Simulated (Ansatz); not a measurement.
Set up this calculation in Ansatz 0.2.0, as the native input.

- Task: relaxation of cell and atoms
- Functional: revPBE
- Potentials or basis: all-electron LAPW, scalar-relativistic
- Basis error allowed: 0.001 eV/atom
- k mesh: 10 × 10 × 10
- Occupations: fermi-dirac, width 0.05 eV
- Spin: no spin polarisation

The system is CdO (Monteponite).

```
Cd O
1.0
     0.00000    2.34950    2.34950
     2.34950    0.00000    2.34950
     2.34950    2.34950    0.00000
Cd O
1 1
Cartesian
  0.0000 0.0000 0.0000
  2.3495 2.3495 2.3495
```

The input as run:

input.yaml

```yaml
crystal:
  lattice:
    - [0.0, 2.3495, 2.3495]
    - [2.3495, 0.0, 2.3495]
    - [2.3495, 2.3495, 0.0]
  atoms:
    - { symbol: Cd, position: [0.0, 0.0, 0.0] }
    - { symbol: O, position: [0.5, 0.5, 0.5] }
kpoints:
  mp_grid: { grid: [10, 10, 10] }
scf:
  occupations: { method: fermi_dirac, width: 0.05 }
hamiltonian:
  xc: revpbe
  pseudopotentials: { kind: all_electron, lapw: { basis_error: 0.001 } }
output:
  forces: true
  stress: true
relax:
  f_tol: 0.02
  max_steps: 60
  cell: {}
```

Potentials or basis: all-electron LAPW, scalar-relativistic.

The run is started by

```bash
$ ansatz run input.yaml --threads 1 --pin off --max-ram 3072MiB --backend cpu --events-out ev --progress --plain --runs-dir out
```

It gave:

| Quantity | Value |
| --- | --- |
| Relaxed volume | 13.89 Å³/atom |
| Relaxed cell | a = 3.400 Å, b = 3.400 Å, c = 3.400 Å, α = 60.00°, β = 60.00°, γ = 60.00° |
| Space group after relaxing (to 0.05 Å) | Fm-3m (No. 225) |
| Energy gained by relaxing | 25.2 meV/atom |
| Ionic steps | 5 |
| Pressure after relaxing | 0.0 GPa |

Run time: 27 s on 1 thread of Arm Neoverse V1, on a shared host, peak memory 0.34 GiB.
